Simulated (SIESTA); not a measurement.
PbSe (Clausthalite):

```
Pb Se
1.0
     0.00000    3.06065    3.06065
     3.06065    0.00000    3.06065
     3.06065    3.06065    0.00000
Pb Se
1 1
Cartesian
  0.0000 0.0000 0.0000
  3.0606 3.0606 3.0606
```

Program: SIESTA 5.4.2. Alike in all runs: task band structure; no spin polarisation; cell as given; k mesh 8 × 8 × 8; smearing fermi-dirac 0.05 eV; grid cutoff 500 Ry; energy shift 0.003 Ry.

Problem. Order these runs on this cell by their pressure, lowest first.
A. level vdW-DF-cx; potentials or basis PseudoDojo 0.4 standard (PBE files), DZP (energy shift 0.003 Ry; two zetas on semicore shells)
B. level BLYP; potentials or basis PseudoDojo 0.4 standard (PBE files), DZP (energy shift 0.003 Ry; two zetas on semicore shells)
C. level PBE; potentials or basis PseudoDojo 0.4 standard (PBE files), TZP (energy shift 0.003 Ry; two zetas on semicore shells)

Solution. A (1.6 GPa), C (3.4 GPa), B (7.0 GPa).

Caveats: the basis of atomic orbitals isn't converged, which shifts pressures, moduli and gaps; the potentials were made for another functional, which shifts forces and pressure (some runs).
